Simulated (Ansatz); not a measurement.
# Ba under changes of volume

One of the cells (60.131 Å³/atom); the others are scaled copies at fixed shape and fractional positions:

```
CELL_PARAMETERS angstrom
3.91772 0.00000 0.00000
0.00000 3.91772 0.00000
0.00000 0.00000 3.91772
ATOMIC_POSITIONS crystal
Ba 0.00000 0.00000 0.00000
```

This isn't the form of Ba at room conditions, which is bcc.

```yaml
Program: Ansatz 0.2.0
Functional: PBE
Potentials_or_basis: Ansatz PAW
Cutoff: "420 eV (not typed: the program's choice for these potentials)"
k_mesh: 7 × 7 × 7
Occupations: fermi-dirac, width 0.05 eV
Spin: no spin polarisation
```

| volume (Å³/atom) | energy over the lowest point (meV/atom) | pressure (GPa) |
| --- | --- | --- |
| 56.523 | ? | ? |
| 57.726 | 7.53 | 0.6 |
| 58.929 | 3.53 | 0.4 |
| 60.131 | 1.06 | 0.2 |
| 61.334 | 0.00 | 0.1 |
| 62.536 | 0.22 | -0.1 |
| 63.739 | 1.59 | -0.2 |

Task: What does the run at 56.523 Å³/atom give?

Result: Energy over the lowest point 13.15 meV/atom; pressure 0.8 GPa.

Worked out: A Birch-Murnaghan fit of order 3 (a polynomial in V^(-2/3)) to the other rows has its minimum at 61.72 Å³/atom with B0 = V·E''(V) = 8.5 GPa and B' = 3.8. It gives 13.23 meV/atom at 56.523 Å³/atom, against the run's 13.15, and -dE/dV = 0.9 GPa, against 0.8.

Energies are extrapolated to zero smearing.
